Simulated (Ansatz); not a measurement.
# BaTiO3 (Pm-3m): a soft mode frozen in

Which phase does BaTiO3 (Pm-3m) fall into along its unstable mode, and how much energy does it gain?

Program: Ansatz 0.2.0. Level of theory: DFT PBEsol, scalar-relativistic, plane waves, PAW. Results are calculated unless marked as measured.

## (1) Starting point

The structure is cubic, space group Pm-3m (No. 221). Conventional cell: a = 3.970 Å, b = 3.970 Å, c = 3.970 Å, α = 90.00°, β = 90.00°, γ = 90.00°. Nearest to Ba lie 12 O at 2.81 Å. Ti has 6 O at 1.98 Å nearest. Nearest to O lie 2 Ti at 1.98 Å and 4 Ba at 2.81 Å. Farther neighbours and most contacts between anions are not listed.

## (2) Linear response at the zone centre

The cell comes from relaxations at this level that are not shown. The zone centre is the only wavevector solved here; it holds the modes that light can see, as far as symmetry allows. The response to a homogeneous field gives the Born charges and the dielectric tensor, and its change with displacement the Raman tensors.

input.yaml

```yaml
crystal:
  lattice:
    - [3.9698861529, 0.0, 0.0]
    - [0.0, 3.9698861529, 0.0]
    - [0.0, 0.0, 3.9698861529]
  atoms:
    - { symbol: Ba, position: [0.5, 0.5, 0.5] }
    - { symbol: Ti, position: [0.0, 0.0, 0.0] }
    - { symbol: O, position: [0.5, 0.0, 0.0] }
    - { symbol: O, position: [0.0, 0.5, 0.0] }
    - { symbol: O, position: [0.0, 0.0, 0.5] }
kpoints:
  mp_grid: { grid: [8, 8, 8] }
hamiltonian:
  xc: pbesol
scf:
  occupations: { method: fixed }
output:
  eigenvalues: true
phonons:
  method: dfpt
  dielectric: true
  rigid_motions: translations
  raman: true
```

The run is started by

```sh
$ ansatz run input.yaml --threads 4 --pin off --max-ram 7168MiB --backend cpu --events-out ev --progress --plain --runs-dir out
```

Numbers of over 12 decimals in the logs are rounded to 6 here.

Log:

```text
Engine: ansatz 0.2.0, aarch64-unknown-linux-gnu
Pseudopotentials: kind: paw
Pseudopotential: Ba, paw, valence charge 10, recommended cutoff 420 eV (normal), Ba.paw.azcp
Pseudopotential: Ti, paw, valence charge 12, recommended cutoff 420 eV (normal), Ti.paw.azcp
Pseudopotential: O, paw, valence charge 6, recommended cutoff 420 eV (normal), O.paw.azcp
Functional definition: PBEsol
  exchange = pbesol_x
  correlation = pbesol_c
Crystal: 5 atoms, lattice volume = 62.565 Å³
Basis set: ecut = 420 eV, 1237 PW (Γ), exchange–correlation on 54×54×54 points (8 copies of the dense FFT grid, shifted against one another)
Bands: 25, of which v1, the nominal top of the filled ones, is band 20 counted from 1 (19 counted from 0)
Symmetry: 48 space group operations
k-points: 170 of 512 (irreducible under 2 space group operations, time reversal used)
Non-local potential: Ba, projectors of the file, l = 0: 3, l = 1: 2, l = 2: 2, l = 3: 2
Non-local potential: Ti, projectors of the file, l = 0: 3, l = 1: 2, l = 2: 3, l = 3: 1
Non-local potential: O, projectors of the file, l = 0: 2, l = 1: 2, l = 2: 1
PAW form: soft (Blöchl's): semilocal exchange-correlation on the pseudo side does not see the compensation charge
PAW frozen core: Ba, regenerated for the run's functional, and the local potential with it (the file was generated under x = pbe(κ = 0.804, μ = 0.219515), c = pbe(β = 0.066725))
PAW frozen core: Ti, regenerated for the run's functional, and the local potential with it (the file was generated under x = pbe(κ = 0.804, μ = 0.219515), c = pbe(β = 0.066725))
PAW frozen core: O, regenerated for the run's functional, and the local potential with it (the file was generated under x = pbe(κ = 0.804, μ = 0.219515), c = pbe(β = 0.066725))
PAW one-centre angular grid: Ba, 194 points (default); XC on 64 Gauss nodes
PAW one-centre angular grid: Ti, 590 points (default); XC on 64 Gauss nodes
PAW one-centre angular grid: O, 110 points (default); XC on 64 Gauss nodes
Initial density: superposition of atomic densities (neutral atoms: chi_scale 0, normalization atom), corrected by the library's trained network
Initial wavefunctions: pseudopotential atomic-orbital guess
Functional: x = pbesol(κ = 0.804, μ = 0.123457), c = pbesol(β = 0.046)
SCF iter   1: F=—  HF=-10027.496022 eV  |F-HF|=—  |Δ(HF+E_count)|=         —  Δρ=1.69e-2  dr2=1.54e-1  ethr=1.77e-3  ⟨swp⟩=4.4  Hψ=17932  notcnv=0  defer=358
preconditioner: auto → Resta (q_TF=auto, 2.532 Å⁻¹)  ε∞=5.9  [insulator: Δε(μ)=1.625 eV  Ē_g=11.949 eV  n_scr=18 (ndim 8)  ℏωp=26.6 eV  f_vac=0.000  ε∞_Penn≈5.9]
SCF iter   2: F=—  HF=-10027.469962 eV  |F-HF|=—  |Δ(HF+E_count)|=   2.61e-2  Δρ=8.14e-3  dr2=4.05e-2  ethr=3.84e-4  ⟨swp⟩=2.0  Hψ=7709  notcnv=0  defer=389
SCF iter   3: F=—  HF=-10027.462768 eV  |F-HF|=—  |Δ(HF+E_count)|=   7.19e-3  Δρ=1.93e-3  dr2=2.02e-3  ethr=1.01e-4  ⟨swp⟩=2.7  Hψ=6219  notcnv=0  defer=436
SCF iter   4: F=—  HF=-10027.462483 eV  |F-HF|=—  |Δ(HF+E_count)|=   2.85e-4  Δρ=6.33e-4  dr2=1.69e-4  ethr=5.05e-6  ⟨swp⟩=2.1  Hψ=7817  notcnv=0  defer=486
SCF iter   5: F=—  HF=-10027.462517 eV  |F-HF|=—  |Δ(HF+E_count)|=   3.42e-5  Δρ=1.35e-4  dr2=1.26e-5  ethr=4.22e-7  ⟨swp⟩=2.5  Hψ=6853  notcnv=0  defer=491
SCF iter   6: F=—  HF=-10027.462518 eV  |F-HF|=—  |Δ(HF+E_count)|=   8.96e-7  Δρ=4.57e-5  dr2=1.33e-6  ethr=3.16e-8  ⟨swp⟩=2.0  Hψ=6941  notcnv=0  defer=171
SCF iter   7: F=—  HF=-10027.462518 eV  |F-HF|=—  |Δ(HF+E_count)|=   2.05e-7  Δρ=7.47e-6  dr2=3.08e-8  ethr=3.34e-9  ⟨swp⟩=2.1  Hψ=6557  notcnv=0  defer=170
SCF iter   8: F=—  HF=-10027.462518 eV  |F-HF|=—  |Δ(HF+E_count)|=   7.47e-9  Δρ=8.90e-7  dr2=4.95e-10  ethr=7.71e-11  ⟨swp⟩=2.0  Hψ=7057  notcnv=0  defer=170
SCF iter   9: F=-10027.462518 eV  HF=-10027.462518 eV  |F-HF|=3.64e-12  |Δ(HF+E_count)|=  1.71e-10  Δρ=1.43e-7  dr2=1.26e-11  ethr=1.00e-12  ⟨swp⟩=12.5  Hψ=30235  notcnv=0
SCF 1 converged in 9 iterations: F = -10027.462518 eV  dr2 = 1.26e-11
  greatest PAW one-centre occupation: 0.999 electrons in one spin orbital (limit 2), on the Ti atom at site 1 (counted from 0), in its partial waves of l = 0
DFPT response loops at Γ: preconditioner auto → none (the input reference at scf.mixing.eps_inf says where Resta's filter doesn't serve); β = 0.50; Broyden in place of MSR1
── the response to a field inside a basis, on 8×8×8 k-points: an SCF that follows is theirs, and a resumed run solves both again ──
Bands: 21, of which v1, the nominal top of the filled ones, is band 20 counted from 1 (19 counted from 0)
k-points: 20
Initial density: handed on by an earlier stage of this run
Initial wavefunctions: pseudopotential atomic-orbital guess (no wavefunctions were taken with the density)
Eigensolver: Dense (20 Hₖ)
SCF iter   1: F=—  HF=-10027.458643 eV  |F-HF|=—  |Δ(HF+E_count)|=         —  Δρ=4.90e-4  dr2=2.95e-5  ethr=1.00e-1
preconditioner: auto → Resta (q_TF=auto, 2.532 Å⁻¹)  ε∞=7.3  [insulator: Δε(μ)=1.974 eV  Ē_g=10.600 eV  n_scr=18 (ndim 8)  ℏωp=26.6 eV  f_vac=0.000  ε∞_Penn≈7.3]
SCF iter   2: F=—  HF=-10027.458641 eV  |F-HF|=—  |Δ(HF+E_count)|=   1.89e-6  Δρ=2.22e-4  dr2=1.36e-5  ethr=7.36e-8
SCF iter   3: F=—  HF=-10027.458641 eV  |F-HF|=—  |Δ(HF+E_count)|=   1.36e-7  Δρ=1.22e-4  dr2=2.79e-6  ethr=3.39e-8
SCF iter   4: F=—  HF=-10027.458641 eV  |F-HF|=—  |Δ(HF+E_count)|=   4.71e-8  Δρ=2.10e-5  dr2=1.55e-7  ethr=6.97e-9
SCF iter   5: F=—  HF=-10027.458641 eV  |F-HF|=—  |Δ(HF+E_count)|=   1.52e-8  Δρ=3.46e-6  dr2=1.22e-8  ethr=3.88e-10
SCF iter   6: F=—  HF=-10027.458641 eV  |F-HF|=—  |Δ(HF+E_count)|=   2.28e-9  Δρ=8.82e-7  dr2=5.17e-10  ethr=3.04e-11
SCF iter   7: F=-10027.458641 eV  HF=-10027.458641 eV  |F-HF|=1.09e-11  |Δ(HF+E_count)|=  1.82e-11  Δρ=1.73e-7  dr2=2.27e-11  ethr=1.29e-12
SCF 1 converged in 7 iterations: F = -10027.458641 eV  dr2 = 2.27e-11
DFPT response loops at Γ: mixed as the last ones told, above
DFPT response loops at Γ: mixed as the last ones told, above
SCF converged after 9 iterations
Free energy (F): -10027.462518 eV
Harris-Foulkes:  -10027.462518 eV  (|F-HF|=3.64e-12)
Internal energy: -10027.462518 eV  (E = F + TS)
E sigma→0 (E₀):  -10027.462518 eV
Fermi energy:    10.508798 eV
--- Per-component energies (eV) ---
  E_band       = -129.625273
  E_kinetic    = 969.250689
  E_local      = -2060.413132  (includes V_loc(G=0)·N_el)
  E_nonlocal   = 206.952582
  E_hartree    = 804.008039
  E_xc         = -486.768823
  E_vxc        = -543.795360  (∫ρ·V_xc dr)
  E_paw        = -6616.850928  (= ΣΔE_a)
  E_vpaw       = -309.643519  (= ΣTr[D̂ρ^β])
  E_aug_tail   = 0.007472  (compensation charges beyond the density's cutoff)
  E_ewald      = -2844.045097
  E_core_change = 0.396681  (= ΣΔE_core)
  E_smearing   = -0.000000  (= −TS)
  E_closure    = 0.000000  (closes the sum)
  Σ components = -10027.462518   (vs F -10027.462518, Δ=0.00e0)
--- Band table (eV; the first three rows and the last of 170) ---
  k-point 0: bands = [... 16 lower, 9.3388, 10.4315, 10.4315, 10.4315, 12.3251, 12.3251, 12.3251, 14.6886, ... 1 higher]
  k-point 1: bands = [... 16 lower, 9.1999, 10.0238, 10.3104, 10.3104, 12.3452, 12.6612, 12.6612, 14.6903, ... 1 higher]
  k-point 2: bands = [... 16 lower, 8.8989, 9.2940, 10.0853, 10.0853, 12.3947, 13.3406, 13.3406, 14.6931, ... 1 higher]
  k-point 169: bands = [... 16 lower, 8.1774, 10.5088, 10.5088, 10.5088, 14.8902, 14.8902, 14.8902, 17.3726, ... 1 higher]
--- Phonons (Γ-DFPT): 4 representative perturbations + reference, on 170 of 512 k-points (Σ response iterations 13) ---
  k mesh reduced under 2 symmetry operations, with k and −k counted as one. Each operation leaves every solved perturbation unchanged. A smaller set is not considered because the run solves the response to a homogeneous field
  ASR residual: 1.359e-4 → 0.000e0 eV/Å²; symmetrization residual: 2.064e-6 eV/Å²
  ASR residual per site (eV/Å²): 1.64e-5 2.14e-5 1.36e-4 1.36e-4 1.36e-4
  Γ frequencies (cm⁻¹): -187.88 -187.88 -187.88 0.00 0.00 0.00 172.61 172.61 172.61 280.80 280.80 280.80 467.19 467.19 467.19
  ε∞ (high-frequency dielectric tensor):
        6.727121     0.000000     0.000000
        0.000000     6.727121     0.000000
        0.000000     0.000000     6.727121
  softest optical mode at Γ: -187.88 cm⁻¹; the repairs (sum rule, projections) moved no ω² at Γ by more than (1.68 cm⁻¹)²
  Born effective charges Z* (e; rows j = field, columns β = displacement):
    site 0:
         2.77822    0.00000   -0.00000
         0.00000    2.77822    0.00000
        -0.00000    0.00000    2.77822
    site 1:
         7.34149    0.00000   -0.00000
         0.00000    7.34149    0.00000
        -0.00000    0.00000    7.34149
    site 2:
        -5.80473   -0.00000   -0.00000
         0.00000   -2.15749    0.00000
        -0.00000    0.00000   -2.15749
    site 3:
        -2.15749    0.00000    0.00000
         0.00000   -5.80473    0.00000
         0.00000    0.00000   -2.15749
    site 4:
        -2.15749   -0.00000    0.00000
        -0.00000   -2.15749    0.00000
         0.00000    0.00000   -5.80473
  Z* charge neutrality: 2.248e-4 e pre-enforcement
  solved inside a basis spanned on kpoints, on 8×8×8 k-points transformed towards the longest dipole: ε∞ is read to err by 1.9e-2, Z* by 2.4e-2 e (field_mesh: kpoints solves on kpoints); Z* is corrected for what the basis lacks
  Raman tensors (in the event stream and the table raman_tensors.tsv): an entry may err by 1.8e-3 Å², one of the second-order susceptibility by 7.6e-19 pm/V (basis, points and sum rule); their sum over the sites missed zero by 1.221e-20 Å² ahead of its enforcement
  optical modes at Γ without the LO–TO term, one row a degenerate level:
      ω (cm⁻¹)  modes    IR ((D/Å)²/amu)  static Raman (Å⁴/amu)  depolarisation
       -187.88      3           253.1055                 0.0000               —
        172.61      3             6.6931                 0.0000               —
        280.80      3             0.0000                 0.0000               —
        467.19      3             8.0623                 0.0000               —
  optical modes at Γ + LO–TO along q̂ = [1.0000, 0.0000, 0.0000]:
      ω (cm⁻¹)  modes    IR ((D/Å)²/amu)  static Raman (Å⁴/amu)  depolarisation
       -187.88      2           168.7370                 0.0000               —
        166.77      1             0.0661                 0.0000               —
        172.61      2             4.4621                 0.0000               —
        280.80      3             0.0000                 0.0000               —
        449.99      1             3.1482                 0.0000               —
        467.19      2             5.3749                 0.0000               —
        659.48      1            86.0727                 0.0000               —
  optical modes at Γ + LO–TO along q̂ = [0.0000, 1.0000, 0.0000]:
      ω (cm⁻¹)  modes    IR ((D/Å)²/amu)  static Raman (Å⁴/amu)  depolarisation
       -187.88      2           168.7370                 0.0000               —
        166.77      1             0.0661                 0.0000               —
        172.61      2             4.4621                 0.0000               —
        280.80      3             0.0000                 0.0000               —
        449.99      1             3.1482                 0.0000               —
        467.19      2             5.3749                 0.0000               —
        659.48      1            86.0727                 0.0000               —
  optical modes at Γ + LO–TO along q̂ = [0.0000, 0.0000, 1.0000]:
      ω (cm⁻¹)  modes    IR ((D/Å)²/amu)  static Raman (Å⁴/amu)  depolarisation
       -187.88      2           168.7370                 0.0000               —
        166.77      1             0.0661                 0.0000               —
        172.61      2             4.4621                 0.0000               —
        280.80      3             0.0000                 0.0000               —
        449.99      1             3.1482                 0.0000               —
        467.19      2             5.3749                 0.0000               —
        659.48      1            86.0727                 0.0000               —
```

Wall time 4.2 min (4 threads of Arm Neoverse N1, shared host); peak memory 1.4 GiB.

Numbers from this step:

```
gap on the k-mesh                                       : 1.816 eV
volume per atom                                         : 12.51 Å³
sum-rule residual before enforcement                    : 1.36e-4 eV/Å²
miss of the charge sum rule                             : 2.25e-4 e
estimated error of the dielectric tensor                : 0.01883
estimated error of the Born charges                     : 0.02384 e
point group                                             : m-3m
highest optical mode at the zone centre (no LO-TO term) : 467.2 cm⁻¹
lowest optical zone-centre mode                         : -187.9 cm⁻¹
mean high-frequency dielectric constant                 : 6.727
largest Born charge (third of the trace)                : 7.341 e
top of the zone-centre spectrum with the field          : 659.5 cm⁻¹
```

Without the LO-TO term. Patterns of degenerate modes are one choice out of their space. Modes at Γ, with each element's share of the kinetic energy (negative means imaginary):

| mode | frequency (cm⁻¹) | symmetry | Ba % | Ti % | O % |
| --- | --- | --- | --- | --- | --- |
| 1 | -187.9 | T1u | 0 | 46 | 54 |
| 2 | -187.9 | T1u | 0 | 46 | 54 |
| 3 | -187.9 | T1u | 0 | 46 | 54 |
| 4 | 0.0 | acoustic | 59 | 21 | 21 |
| 5 | 0.0 | acoustic | 59 | 21 | 21 |
| 6 | 0.0 | acoustic | 59 | 21 | 21 |
| 7 | 172.6 | T1u | 41 | 31 | 28 |
| 8 | 172.6 | T1u | 41 | 31 | 28 |
| 9 | 172.6 | T1u | 41 | 31 | 28 |
| 10 | 280.8 | T2u | 0 | 0 | 100 |
| 11 | 280.8 | T2u | 0 | 0 | 100 |
| 12 | 280.8 | T2u | 0 | 0 | 100 |
| 13 | 467.2 | T1u | 0 | 3 | 97 |
| 14 | 467.2 | T1u | 0 | 3 | 97 |
| 15 | 467.2 | T1u | 0 | 3 | 97 |

Displacements in mode 1 (-187.9 cm⁻¹), the largest set to 1:
```
Ba1  0.00  0.01  0.01
Ti2 -0.01  0.39  0.67
O3   0.02 -0.32 -0.54
O4   0.01 -0.59 -0.54
O5   0.01 -0.32 -1.00
```

Displacements in mode 12 (280.8 cm⁻¹), the largest set to 1:
```
Ba1  0.00  0.00  0.00
Ti2  0.00  0.00  0.00
O3   0.00 -0.09 -1.00
O4  -0.10  0.00  1.00
O5   0.10  0.09  0.00
```

Before it was imposed, the acoustic sum rule was missed by 1.4e-4 eV/Å² and the charge sum rule by 2.2e-4 e. Small misses are needed for a sound result but don't prove that mesh and cutoff are converged. The lowest optical mode is imaginary, 187.9i cm⁻¹, so the energy falls along it.

## (3) The mode frozen in, largest atomic shift 0 Å

The mode followed lies at Γ with frequency 187.9i cm⁻¹ and is 3-fold degenerate, the softest among the wavevectors solved. At small amplitude the distorted cell has space group no. 160 by a symmetry search on the positions. The undistorted cell that holds it gives the zero of energy on the same k mesh.

Edit input.yaml of step 2 so:

```diff
@@ -16,9 +16,6 @@
 scf:
-  occupations: { method: fixed }
+  occupations: { method: gaussian, width: 0.02 }
 output:
+  forces: true
+  stress: true
   eigenvalues: true
-phonons:
-  method: dfpt
-  dielectric: true
-  rigid_motions: translations
-  raman: true
```

Log:

```text
[...]
Crystal: 5 atoms, lattice volume = 62.565 Å³
Basis set: ecut = 420 eV, 1237 PW (Γ), exchange–correlation on 54×54×54 points (8 copies of the dense FFT grid, shifted against one another)
Bands: 25, of which v1, the nominal top of the filled ones, is band 20 counted from 1 (19 counted from 0)
Symmetry: 48 space group operations
[...]
k-points: 35 of 512
[...]
k-point 0: bands = [... 16 lower, 9.3389, 10.4315, 10.4315, 10.4315, 12.3252, 12.3252, 12.3252, 14.6887, ... 1 higher]
  k-point 1: bands = [... 16 lower, 9.2000, 10.0238, 10.3104, 10.3104, 12.3453, 12.6613, 12.6613, 14.6904, ... 1 higher]
  k-point 2: bands = [... 16 lower, 8.8990, 9.2940, 10.0854, 10.0854, 12.3948, 13.3407, 13.3407, 14.6932, ... 1 higher]
  k-point 34: bands = [... 16 lower, 8.1775, 10.5088, 10.5088, 10.5088, 14.8903, 14.8903, 14.8903, 17.3726, ... 1 higher]
[key lines of the parts left out:]
SCF converged after 6 iterations
Free energy (F): -10027.462518 eV
Fermi energy:    11.417036 eV
P = ⅓ Tr σ = -0.0078 GPa (-0.078 kbar)
```

Elapsed: 2.1 s, on 4 threads; peak memory 0.39 GiB.

This step gave:

```
pressure                         : -0.007837 GPa
energy from the undistorted cell : 0 meV/atom
```

At this level the gap is 1.82 eV on the k-mesh of the self-consistent run, which can miss the band edges.

## (4) The mode frozen in, largest atomic shift 0.08 Å

The atoms are moved along the unstable eigenvector, the largest shift by 0.08 Å, with the cell fixed.

input.yaml, the sections that differ from step 3:

```yaml
crystal:
  lattice:
    - [3.9698861529, 0.0, 0.0]
    - [0.0, 3.9698861529, 0.0]
    - [0.0, 0.0, 3.9698861529]
  atoms:
    - { symbol: Ba, position: [0.5001541479, 0.4998458521, 0.4998458521] }
    - { symbol: Ti, position: [0.0106876709, -0.0106876709, -0.0106876709] }
    - { symbol: O, position: [0.4839688978, 0.0086340962, 0.0086340962] }
    - { symbol: O, position: [-0.0086340962, 0.5160311022, 0.0086340962] }
    - { symbol: O, position: [-0.0086340962, 0.0086340962, 0.5160311022] }
# kpoints, hamiltonian, scf, output: as in step 3
```

Log:

```text
[...]
Crystal: 5 atoms, lattice volume = 62.565 Å³
Basis set: ecut = 420 eV, 1237 PW (Γ), exchange–correlation on 54×54×54 points (8 copies of the dense FFT grid, shifted against one another)
Bands: 25, of which v1, the nominal top of the filled ones, is band 20 counted from 1 (19 counted from 0)
Symmetry: 6 space group operations
[...]
k-points: 65 of 512 (time reversal used)
[...]
k-point 0: bands = [... 16 lower, 9.3122, 10.1091, 10.2089, 10.2089, 12.7298, 12.7298, 12.8433, 15.0510, ... 1 higher]
  k-point 1: bands = [... 16 lower, 9.2113, 9.8019, 10.1221, 10.1515, 12.7650, 13.0053, 13.0107, 15.0505, ... 1 higher]
  k-point 2: bands = [... 16 lower, 8.9596, 9.2707, 9.9058, 9.9352, 12.8173, 13.5454, 13.6100, 15.0470, ... 1 higher]
  k-point 64: bands = [... 16 lower, 8.1925, 10.4590, 10.4590, 10.4756, 14.9723, 15.0746, 15.0746, 17.2734, ... 1 higher]
[key lines of the parts left out:]
SCF converged after 6 iterations
Free energy (F): -10027.476987 eV
Fermi energy:    11.602633 eV
P = ⅓ Tr σ = 2.1726 GPa (21.726 kbar)
```

Run time: 5.8 s. Hardware: 4 threads; peak memory 0.44 GiB.

This step gave:

| Item | Value |
| --- | --- |
| pressure | 2.173 GPa |
| gap on the k-mesh | 2.254 eV |
| energy from the undistorted cell | -2.894 meV/atom |

The energy, extrapolated to zero smearing, is -2.89 meV/atom against the undistorted cell.

The run ends at a pressure of 2.17 GPa, with forces up to 0.12 eV/Å.

## (5) Energy along the mode, all amplitudes (two of the runs are shown above)

An imaginary frequency means negative curvature, so the energy should fall and then rise again as anharmonic terms take over.

Numbers from this step:

* depth at the lowest point sampled: 2.894 meV/atom
* largest atomic shift at that point: 0.08 Å

Energy from the parent against largest atomic shift:

| largest atomic shift (Å) | energy from the parent (meV/atom) |
| --- | --- |
| 0.0000 | 0 |
| 0.0400 | -1.53 |
| 0.0800 | -2.89 |
| 0.1400 | 13.3 |

Displacement at unit largest shift by atom:

| atom | x (Å) | y (Å) | z (Å) | size |
| --- | --- | --- | --- | --- |
| Ba1 | 0.008 | -0.008 | -0.008 | 0.014 |
| Ti2 | 0.530 | -0.530 | -0.530 | 0.918 |
| O3 | -0.796 | 0.428 | 0.428 | 1.000 |
| O4 | -0.428 | 0.796 | 0.428 | 1.000 |
| O5 | -0.428 | 0.428 | 0.796 | 1.000 |

The lowest of the steps tried is at 0.08 Å, 2.89 meV/atom below the parent; the bottom of the well need not coincide with a step.

[end of part 1 of 3]

[Logs are printed without paths, hosts, clocks, repeated set-up lines and the standing remarks that a program may print on its own settings, such as how far it seeks lower states.]

[Hosts, paths, dates, database ids (printed as entryN), source tags and the programs' standing remarks are cut or masked in the printed files.]
